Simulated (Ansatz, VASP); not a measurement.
# One calculation of PbS, two programs

INCAR

```
SYSTEM = PbS
PREC = Accurate
ENCUT = 520
EDIFF = 1E-6
ISMEAR = 0
SIGMA = 0.05
LREAL = .False.
LASPH = .True.
NELM = 80
ALGO = Normal
ISIF = 2
LWAVE = .False.
LCHARG = .False.
GGA = PS
NBANDS = 17
```

Contents of KPOINTS:

```
regular mesh
0
Gamma
  10 10 10
  0 0 0
```

Contents of POSCAR:

```
PbS
1.0
    0.0000000000      2.9515620869      2.9515620869
    2.9515620869      0.0000000000      2.9515620869
    2.9515620869      2.9515620869      0.0000000000
Pb S
1 1
Direct
    0.5000000000      0.5000000000      0.5000000000
    0.0000000000      0.0000000000      0.0000000000
```

Input for Ansatz:

```yaml
crystal:
  lattice:
    - [0.0, 2.9515620869, 2.9515620869]
    - [2.9515620869, 0.0, 2.9515620869]
    - [2.9515620869, 2.9515620869, 0.0]
  atoms:
    - { symbol: Pb, position: [0.5, 0.5, 0.5] }
    - { symbol: S, position: [0.0, 0.0, 0.0] }
basis:
  ecutwfc: 420
  ecutrho_ratio: 4
kpoints:
  mp_grid: { grid: [10, 10, 10] }
hamiltonian:
  xc: pbesol
scf:
  occupations: { method: gaussian, width: 0.05 }
output:
  forces: true
  stress: true
  eigenvalues: true
```

Alike in both runs: task single point; functional PBEsol; k mesh 10 × 10 × 10; occupations gaussian, width 0.05 eV; no spin polarisation.

|  | VASP | Ansatz |
| --- | --- | --- |
| version | VASP 6.6.1 | Ansatz 0.2.0 |
| potentials or method | VASP PAW PBE potentials, release 64 (Pb_d, S) | scalar-relativistic, plane waves, PAW |
| plane-wave cutoff (eV) | 520 | 420 |
| valence electrons in the cell | 20 | 20 |

```csv
,VASP,Ansatz,Ansatz less VASP
gap on the k mesh at the Fermi level (eV),0.20,0.19,-0.006
least direct gap on the mesh (eV),0.20,0.19,-0.006
pressure (GPa),-0.1,0.0,+0.05
```

With one functional, cell and mesh, what is left measures potentials, basis and numerics.

Caveats: the PAW data sets were made with another functional, which shifts forces and pressure a little (VASP); spin-orbit coupling is left out, which as a rule narrows the gap of such compounds by several tenths of an eV.
